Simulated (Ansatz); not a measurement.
Crystal: Sb.

```xyz
1
Lattice="0.0000 2.3712 2.3712 2.3712 0.0000 2.3712 2.3712 2.3712 0.0000" Properties=species:S:1:pos:R:3 pbc="T T T"
Sb    0.0000    0.0000    0.0000
```

This isn't the form of Sb at room conditions, which is rhombohedral.

Base run:

| Quantity | Value |
| --- | --- |
| Program | Ansatz 0.2.0 |
| Functional | LDA |
| Potentials or basis | Ansatz PAW |
| Cutoff | 420 eV (not typed: the program's choice for these potentials) |
| k mesh | 10 × 10 × 10 |
| Occupations | fermi-dirac, width 0.05 eV |
| Spin | no spin polarisation |

Its results: band gap on the k mesh none (metal or under the smearing width); pressure -2.3 GPa.

Task: After a change of settings the same cell gave: band gap on the k mesh none (metal or under the smearing width); pressure 1.9 GPa. Which change was it?
A. functional from LDA to PBEsol
B. k mesh from 10 × 10 × 10 to 7 × 7 × 7; spin from no spin polarisation to spin-orbit coupling, no magnetisation; potential files from those of the base run to others of the same set
C. functional from LDA to PBE

Result: C.

PBE binds less tightly than LDA, so the same cell stands under more pressure.

Caveats: spin-orbit coupling is left out, which moves the levels of the heavy elements; the PAW data sets come from PBE, with cores solved anew for the run's functional, which leaves a small shift of forces and pressure (some runs).
